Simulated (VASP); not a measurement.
A run of VASP 6.6.1 is set up as follows.

The input INCAR:

```
SYSTEM = Pt
  PREC = Accurate
  ENCUT = 520
  EDIFF = 1E-6
  ISMEAR = 1
  SIGMA = 0.2
  LREAL = .False.
  LASPH = .True.
  NELM = 60
  ALGO = Normal
  ISIF = 2
  LWAVE = .False.
  LCHARG = .True.
  GGA = PE
  LVHAR = .True.
  LVACPOTAV = .True.
  KPAR = 8
```

Contents of KPOINTS:

```
Automatic mesh
0
Gamma
  18 18 1
  0 0 0
```

POSCAR

```
Pt                                      
1.0
    2.8057997077      0.0000000000      0.0000000000
    1.4028998539      2.4298938248      0.0000000000
    0.0000000000      0.0000000000     33.3274069452
  Pt            
     9
Direct
     0.3333333332999970    0.3333333332999970    0.2249412243173775
     0.6666666667000030    0.6666666667000030    0.2943851673517814
     1.0000000000000000    1.0000000000000000    0.3628177698591010
     0.3333333332999970    0.3333333332999970    0.4312457505709593
     0.6666666667000030    0.6666666667000030    0.5000000000000000
     0.0000000000000000    0.0000000000000000    0.5687542494290410
     0.3333333332999970    0.3333333332999970    0.6371822301408988
     0.6666666667000030    0.6666666667000030    0.7056148326482187
     0.0000000000000000    0.0000000000000000    0.7750587756826225
```

Potentials or basis: VASP PAW PBE potentials, release 64 (Pt).

Command:

```bash
$ cat potpaw_PBE.64/Pt/POTCAR > POTCAR
$ mpirun -np 8 vasp_std > vasp.out
```

**Question.** What does it give for the band gap on the k mesh?

**Answer.** None (metal or under the smearing width).

**Question.** What does it give for the largest force?

**Answer.** 0.003 eV/Å.

Forces on the atoms (eV/Å):
```
Pt   0.000  0.000 -0.001
Pt   0.000  0.000  0.000
Pt   0.000  0.000  0.003
Pt   0.000  0.000 -0.003
Pt   0.000  0.000  0.000
Pt   0.000  0.000  0.003
Pt   0.000  0.000 -0.003
Pt   0.000  0.000  0.000
Pt   0.000  0.000  0.001
```

The run has no spin-orbit coupling, so splittings on Pt are missing.
